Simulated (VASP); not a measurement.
Wanted: an ASE script for a VASP 6.6.1 run.

```yaml
Task: single point
Functional: RPBE
Potentials_or_basis: VASP PAW PBE potentials, release 64 (Au, Cu_pv)
Cutoff: 520 eV
k_mesh: 9 × 9 × 7
Occupations: gaussian, width 0.05 eV
Spin: no spin polarisation
Further_INCAR_settings: ALGO = Fast; EDIFF = 1.00e-06; NBANDS = 21
```

The structure of CuAu lies in CuAu.cif:

```cif
data_CuAu
_cell_length_a 2.81074946
_cell_length_b 2.81074946
_cell_length_c 3.68500000
_cell_angle_alpha 90.00000000
_cell_angle_beta 90.00000000
_cell_angle_gamma 90.00000000
_space_group_name_H-M_alt 'P1'
_space_group_name_Hall 'P 1'
_space_group_IT_number 1
loop_
_space_group_symop_operation_xyz
'x,y,z'
loop_
_atom_site_label
_atom_site_type_symbol
_atom_site_symmetry_multiplicity
_atom_site_Wyckoff_symbol
_atom_site_fract_x
_atom_site_fract_y
_atom_site_fract_z
_atom_site_occupancy
Au1 Au 1 a 0.0000000000 0.0000000000 0.0000000000 1
Cu1 Cu 1 a 0.5000000000 0.5000000000 0.5000000000 1
```

The input as run:

run.py

```python
from ase.calculators.vasp import Vasp
from ase.dft.bandgap import bandgap
from ase.io import read

atoms = read('CuAu.cif')
calc = Vasp(
    directory='calc',
    xc='rpbe',
    pp='PBE',
    setups='materialsproject',
    prec='Accurate',
    encut=520,
    ediff=1e-06,
    ismear=0,
    sigma=0.05,
    lreal=False,
    lasph=True,
    nelm=100,
    algo='Fast',
    isif=2,
    lwave=False,
    lcharg=False,
    kpts=[9, 9, 7],
    gamma=True,
    nbands=21,
)
atoms.calc = calc

print('energy (eV):', atoms.get_potential_energy())
print('free energy (eV):', atoms.get_potential_energy(force_consistent=True))
print('forces (eV/A):')
print(atoms.get_forces())
print('stress (eV/A^3, Voigt):', atoms.get_stress())
print('Fermi level (eV):', calc.get_fermi_level())
gap, top, bottom = bandgap(calc)
print('band gap (eV):', gap, 'from (spin, k, band)', top, 'to', bottom)
```

Potentials or basis: VASP PAW PBE potentials, release 64 (Au, Cu_pv).

Run with:

```bash
$ python run.py
```

Results of the run:

```yaml
Pressure: 7.7 GPa
Band_gap_on_the_k_mesh: none (metal or under the smearing width)
```

Caveat: the PAW data sets were made with another functional, which shifts forces and pressure a little.

Wall time 22 s on 1 thread of Intel(R) Xeon(R) Platinum 8488C (Sapphire Rapids) (shared host), peak memory 0.16 GiB.
